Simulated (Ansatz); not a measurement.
Wanted: the native input for an Ansatz 0.2.0 run.

```
Task                        : single point
Functional                  : HSE(alpha, omega)
Potentials or basis         : all-electron PAW datasets made for the crystal
Cutoff                      : 270 eV (chosen from the basis error)
k mesh                      : 4 × 4 × 4
Occupations                 : fermi-dirac, width 0.05 eV
Spin                        : no spin polarisation
Share of exact exchange     : 0.3
Screening of exact exchange : 0.2 1/A
```

The system is SnSe.

```xyz
2
Lattice="0.0000 3.0100 3.0100 3.0100 0.0000 3.0100 3.0100 3.0100 0.0000" Properties=species:S:1:pos:R:3 pbc="T T T"
Sn    0.0000    0.0000    0.0000
Se    3.0100    3.0100    3.0100
```

Measurements of this composition are mostly on another form, of space group No. 62.

These files were run (other wordings do the same):

input.yaml

```yaml
crystal:
  lattice:
    - [0.0, 3.01, 3.01]
    - [3.01, 0.0, 3.01]
    - [3.01, 3.01, 0.0]
  atoms:
    - { symbol: Sn, position: [0.0, 0.0, 0.0] }
    - { symbol: Se, position: [0.5, 0.5, 0.5] }
kpoints:
  mp_grid: { grid: [4, 4, 4] }
scf:
  occupations: { method: fermi_dirac, width: 0.05 }
hamiltonian:
  xc: { preset: hse06, exx: { coeff: 0.3, omega: 0.2 } }
  pseudopotentials: { kind: all_electron, datasets: crystal }
output:
  forces: true
  stress: true
```

Potentials or basis: all-electron PAW datasets made for the crystal.

Launch:

```bash
$ ansatz run input.yaml --threads 1 --pin off --max-ram 3072MiB --backend cpu --events-out ev --progress --plain --runs-dir out
```

It gave:

The pressure is -2.1 GPa and the band gap on the k mesh is 0.47 eV, direct.

Caveat: the k mesh is coarse (spacing up to 0.45 Å⁻¹), so the values aren't converged, least of all with exact exchange; spin-orbit coupling is left out, which moves the levels of the heavy elements.

It took 26 s on 1 thread of Arm Neoverse V2, on a shared host, peak memory 0.58 GiB.
